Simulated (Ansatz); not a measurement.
An input for Ansatz 0.2.0 (ZrN):

input.yaml

```yaml
crystal:
  lattice:
    - [0.0, 2.3, 2.3]
    - [2.3, 0.0, 2.3]
    - [2.3, 2.3, 0.0]
  atoms:
    - { symbol: Zr, position: [0.5, 0.5, 0.5] }
    - { symbol: "N", position: [0.0, 0.0, 0.0] }
hamiltonian:
  xc: pbesol
  pseudopotentials: { kind: paw }
kpoints:
  mp_grid: { grid: [10, 10, 10] }
scf:
  occupations: { method: fermi_dirac, width: 0.05 }
output:
  eigenvalues: true
dielectric:
  method: response
```

Potentials or basis: Ansatz PAW.

Run with:

```sh
$ ansatz run input.yaml --threads 2 --pin off --max-ram 5632MiB --backend cpu --events-out ev --progress --plain --runs-dir out
```

Question: Does this run start?

Answer: The run stopped without a result. It printed:

Output:

```text
Error: inconsistent input (total_charge, dielectric): the neutral cell has an odd electron count (17.000), which no filling of whole bands holds here — the response to a homogeneous field is an insulator's; give the cell's own charge, if that leaves an even count, or lock an odd total moment (magnetization.spin_polarized: true, magnetization.spin_locking.lock_magnetization: hard, an odd magnetization.initial_magnetization), or remove dielectric
```
